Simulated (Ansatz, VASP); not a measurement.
# HF: VASP beside Ansatz

```xyz
20
Lattice="7.6174 0.0000 0.0000 0.0000 7.6174 0.0000 0.0000 0.0000 7.6174" Properties=species:S:1:pos:R:3 pbc="T T T"
F     3.2028    3.6270    1.2297
F     3.3714    7.1376    4.3864
F     1.3271    0.3708    5.5644
F     4.5556    4.0586    6.1232
F     0.8584    6.1629    1.2732
F     6.4389    2.3442    7.7362
F     6.9549    5.4198    5.9454
F     6.5968    1.2330    5.5626
F     4.2802    6.5130    2.1163
F     4.6246    1.3764    1.4177
H     3.5728    2.7979    1.5153
H     3.6494    6.8450    3.5050
H     2.0043    0.0174    4.9730
H     4.1026    4.0505    6.9547
H     0.5900    5.6088    0.5678
H     6.5227    1.9229    6.8459
H     6.1328    4.9553    5.8975
H     7.4582    0.8053    5.4394
H     4.4009    7.3576    1.6701
H     5.3943    1.7344    0.9050
```

Alike in both runs: functional PBE; dispersion D3(BJ); k mesh 1 × 1 × 1; occupations fermi-dirac, width 0.02 eV; no spin polarisation.

Ansatz relaxed the structure, and its values are those at the end. VASP's run is a single point on that final structure, the one shown.

|  | VASP | Ansatz |
| --- | --- | --- |
| version | VASP 6.6.1 | Ansatz 0.2.0 |
| potentials or method | VASP PAW PBE potentials, release 64 (F, H) | scalar-relativistic, plane waves, PAW |
| plane-wave cutoff (eV) | 520 | 420 |
| valence electrons in the cell | 80 | 80 |

|  | VASP | Ansatz | Ansatz less VASP |
| --- | --- | --- | --- |
| rms of the force components (eV/Å) | 0.160 | 0.095 | -0.0653 |
| dispersion energy (meV/atom) | -14.1 | -14.1 | 0.00 |

One of these differences is far larger than is usual between the two programs; its cause wasn't traced.
